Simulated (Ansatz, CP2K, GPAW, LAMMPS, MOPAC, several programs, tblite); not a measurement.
**TlBr from cheap methods to r2SCAN**

How much accuracy does each second buy? TlBr is computed with 11 methods, from the cheapest up to r2SCAN.

Program: LAMMPS, MOPAC, tblite, CP2K, GPAW, Ansatz (versions at each run). Level of theory: no spin polarisation, static lattice; gaps from single points on the cell relaxed beforehand with r²SCAN+rVV10. These are calculated values, not measurements.

1 further run of the same task is left out (set aside as unsound or not needed).

### Step 1. The system as given

The structure is cubic, space group Pm-3m (No. 221). The conventional cell has a = 3.946 Å, b = 3.946 Å, c = 3.946 Å, α = 90.00°, β = 90.00°, γ = 90.00°. Tl (site symmetry m-3m) has 8 Br at 3.42 Å as nearest neighbours. Around Br (site symmetry m-3m) lie 8 Tl at 3.42 Å.

Structure file:

```cif
data_structure
_symmetry_space_group_name_H-M 'P 1'
_symmetry_Int_Tables_number 1
_cell_length_a 3.9462
_cell_length_b 3.9462
_cell_length_c 3.9462
_cell_angle_alpha 90.000
_cell_angle_beta 90.000
_cell_angle_gamma 90.000
_cell_volume 61.45
loop_
_atom_site_label
_atom_site_type_symbol
_atom_site_fract_x
_atom_site_fract_y
_atom_site_fract_z
_atom_site_occupancy
Tl1 Tl 0.00000 0.00000 0.00000 1
Br1 Br 0.50000 0.50000 0.50000 1
```

**Question.** The methods are TlBr_msw.poly, PM7, GFN1-xTB (tblite), GFN2-xTB (tblite), PBE/DZVP, PBE/single-zeta, PBE/SZV, coarse PBE, GLLB-SC, PBE, r2SCAN. What gap does r2SCAN give on this cell, and which other methods (full PBE left aside) come nearest to r2SCAN and farthest in gap?

```
                                      quantity                                value
                                        r2SCAN                          gap 2.23 eV
gap: nearest and farthest of the other methods  PBE/DZVP (-0.43 eV), PM7 (+5.95 eV)
```

Among the 8 methods compared for the gap (full PBE left aside), PBE/DZVP is nearest to r2SCAN and PM7 farthest. A minimal basis or a coarse cutoff and mesh shifts results by its own error, so closeness to r2SCAN can be chance. Cluster runs see only the k-points that fold onto the zone centre, so their gaps can miss the band edges. GLLB-SC is compared with its derivative discontinuity added. No r2SCAN modulus is at hand, so moduli aren't ranked. CPU times run from 0.14 s (TlBr_msw.poly) to 12 s (PM7). On this cell PM7, PBE/DZVP, GLLB-SC cost more than r2SCAN itself (4.2 s), so they are no saving here. A cluster method computes far more atoms than the primitive cell, so on a small crystal it can cost more than plane waves. r2SCAN is a yardstick, not the truth: it usually gives gaps below the measured ones. Spin-orbit coupling is left out throughout.
